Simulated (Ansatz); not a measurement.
# SnO (P4/nmm), one atom moved over a plane

All numbers below come from Ansatz, DFT PBE, scalar-relativistic, plane waves, PAW. Settings: plane waves to 420 eV, k-mesh 10×10×8 (Γ-centred), Gaussian smearing 0.05 eV. No spin polarisation. Energies are free energies at this smearing, counted from the undisturbed cell; pressure is positive in compression.

The undisturbed cell (relaxed at this level):

```
CELL_PARAMETERS angstrom
3.86817 0.00000 0.00000
0.00000 3.86817 0.00000
0.00000 0.00000 5.06728
ATOMIC_POSITIONS crystal
Sn 0.00000 0.50000 0.22874
Sn 0.50000 0.00000 0.77126
O 0.00000 0.00000 0.00000
O 0.50000 0.50000 0.00000
```

Atom 3 (O) is moved by p along (1.000, 0.000, 0.000) and q along (0.000, 0.000, 1.000) (Å), all else fixed. Points are written (p, q).

p was sampled at -0.200, -0.100, 0.000, 0.100, 0.200 and q at -0.200, -0.100, 0.000, 0.100, 0.200.

Question: Where on the computed points is the energy highest, and how high?

Answer: At (-0.200, -0.200), (0.200, -0.200): 0.37 eV/cell.

Question: Away from (0, 0), which computed point is lowest?

Answer: (0.000, -0.100), (0.000, 0.100): 0.03 eV/cell.

The map, in eV/cell:

```
 p \ q  -0.200  -0.100  0.000  0.100  0.200
-0.200    0.37    0.22   0.15   0.14   0.21
-0.100    0.19    0.08   0.03   0.06   0.15
 0.000    0.13    0.03   0.00   0.03   0.13
 0.100    0.19    0.08   0.03   0.06   0.15
 0.200    0.37    0.22   0.15   0.14   0.21
```

Cost: 13 runs of about 17 core-minutes in all, on Intel Xeon Processor @ 2.50GHz (Skylake/Cascade Lake) (shared hosts).